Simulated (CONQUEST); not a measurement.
Something may be wrong with this CONQUEST 1.3 calculation of HfO2.

Contents of Conquest_input:

```
IO.Title HfO2
IO.Coordinates coords.dat
IO.FractionalAtomicCoords T
IO.Iprint 2
IO.Iprint_init 1
General.NumberOfSpecies 2
General.PseudopotentialType hamann
General.FunctionalType -110131
General.DifferentFunctional T
AtomMove.TypeOfRun static
AtomMove.FullStress T
DM.SolutionMethod diagon
Diag.MPMesh T
Diag.GammaCentred T
Diag.MPMeshX 4
Diag.MPMeshY 4
Diag.MPMeshZ 3
Diag.kT 0.00183747
minE.SCTolerance 1e-6
SC.MaxIters 80
IO.AtomChargeOutput T
Grid.Cutoff 150
%block ChemicalSpeciesLabel
1 178.490 Hf
2 16.000 O
%endblock
```

The input coords.dat:

```
    6.8348581751     0.0000000000     0.0000000000
    0.0000000000     6.8348581751     0.0000000000
    0.0000000000     0.0000000000     9.6659491275
6
  0.0000000000   0.0000000000   0.0000000000 1 T T T
  0.5000000000   0.5000000000   0.5000000000 1 T T T
  0.0000000000   0.5000000000   0.2500000000 2 T T T
  0.5000000000   0.0000000000   0.7500000000 2 T T T
  0.0000000000   0.5000000000   0.7500000000 2 T T T
  0.5000000000   0.0000000000   0.2500000000 2 T T T
```

Potentials or basis: PseudoDojo NC PBE, SZP.

Launch:

```bash
$ Conquest
```

Output:

```text
Simulation cell dimensions:     6.8349 a0 x     6.8349 a0 x     9.6659 a0

      Atomic coordinates (a0)
         Atom         X         Y         Z  Species
            1    0.0000    0.0000    0.0000        1
            2    3.4174    3.4174    4.8330        1
            3    0.0000    3.4174    2.4165        2
            4    3.4174    0.0000    7.2495        2
            5    0.0000    3.4174    7.2495        2
            6    3.4174    0.0000    2.4165        2

         Monkhorst-Pack mesh:   4 x   4 x   3 gamma-centred
        This calculation includes non-local pseudopotentials,
         with a maximum core radius of      8.28664387

    Job title: HfO2
    Job to be run: static calculation

    Ground state search:
      Support functions represented with PAO basis
      1:1 PAO to SF mapping
      Non-spin-polarised electrons
      Solving for the K matrix using diagonalisation
      Using Fermi-Dirac smearing

[... 75 lines left out ...]
    PulayMixSC: Reached SCF tolerance of  0.46241E-07 after      8 iterations
      | Number of electrons      =        48.000088
[... 1 line left out ...]
      |  screened ion-ion energy =      -126.979662882691642 Ha
      |  Ha correction           =        -1.860325706160376 Ha
      |  XC correction           =        -8.271445445537472 Ha
      |* Harris-Foulkes energy   =      -179.728587384080527 Ha
      |* DFT total energy        =      -179.728587384061200 Ha
      |  estimated accuracy      =        -0.000000000019327 Ha

    force: Forces on atoms (Ha/a0)
    force:  Atom   X              Y              Z
    force:     1  -0.0000000000   0.0000000000  -0.0000000000
    force:     2  -0.0000000000  -0.0000000000  -0.0000000000
    force:     3  -0.0000000000   0.0000000000   0.0000000000
    force:     4  -0.0000000000   0.0000000000   0.0000000000
    force:     5  -0.0000000000  -0.0000000000  -0.0000000000
    force:     6  -0.0000000000  -0.0000000000   0.0000000000

    force: Maximum force :        0.00000000(Ha/a0) on atom         1 in z direction
    force: Force Residual:        0.00000000 Ha/a0
    force: Total stress:        -11.64822647     0.00000000     0.00000000 GPa
                             0.00000000   -11.64822647     0.00000000
                             0.00000000     0.00000000   -11.59245828
    force: Average pressure:     11.62963708 GPa

    force: Finished force
    get_E_and_F: Change in energy during last step of electronic optimisation:  0.10297E-07

    BIBLIOGRAPHY: Please consider citing the following references in the conquest.bib file

    CONQUEST:         Bowler2002pt, Miyazaki2004, Nakata2020
    Basis:            Bowler2019
    DM:               Bowler:2006xr
    Pseudopotentials: Hamann2013, Bowler2019
    XC references from LibXC:
      C. Lee, W. Yang, and R. G. Parr.,  Phys. Rev. B 37, 785 (1988)

    Warnings written to file Conquest_warnings; please check
```

Task: How did it end, and where is the flaw?

Result: The calculation finished and met its thresholds. The input holds a flaw that was put in on purpose: misspelt key is ignored (Grid.GridCutoff = left out; Grid.Cutoff = 150). The program doesn't stop on it, so the numbers can't be trusted though the run ends normally.
